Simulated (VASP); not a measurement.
Here is a VASP 6.6.1 calculation.

INCAR

```
SYSTEM = Hf
ALGO = Fast
EDIFF = 1E-7
EDIFFG = -0.002
ENCUT = 350
IBRION = 2
ISIF = 3
ISMEAR = 0
LASPH = .TRUE.
LCHARG = .FALSE.
LREAL = .FALSE.
LWAVE = .FALSE.
NELM = 80
NSW = 80
PREC = Accurate
PSTRESS = 1000
SIGMA = 0.1
```

File KPOINTS:

```
k-points
0
G
  8 8 8
  0 0 0
```

POSCAR

```
Hf                                      
1.0
   -1.5226346253      1.5226346253      1.5226346253
    1.5226346253     -1.5226346253      1.5226346253
    1.5226346253      1.5226346253     -1.5226346253
  Hf            
     1
Direct
     0.0000000000000000    0.0000000000000000    0.0000000000000000
```

Potentials or basis: VASP PAW LDA potentials, release 64 (Hf_pv).

Run with:

```bash
$ cat potpaw_LDA.64/Hf_pv/POTCAR > POTCAR
$ mpirun -np 1 vasp_std > vasp.out
```

(1) What does it give for the space group after relaxing (to 0.05 Å)?

(2) Estimate the relaxed cell.

Answers

(1) Im-3m (No. 229).

(2) a = 2.583 Å, b = 2.583 Å, c = 2.583 Å, α = 109.47°, β = 109.47°, γ = 109.47°.

Caveat: the k mesh is coarse (spacing up to 0.36 Å⁻¹), so the values aren't converged.
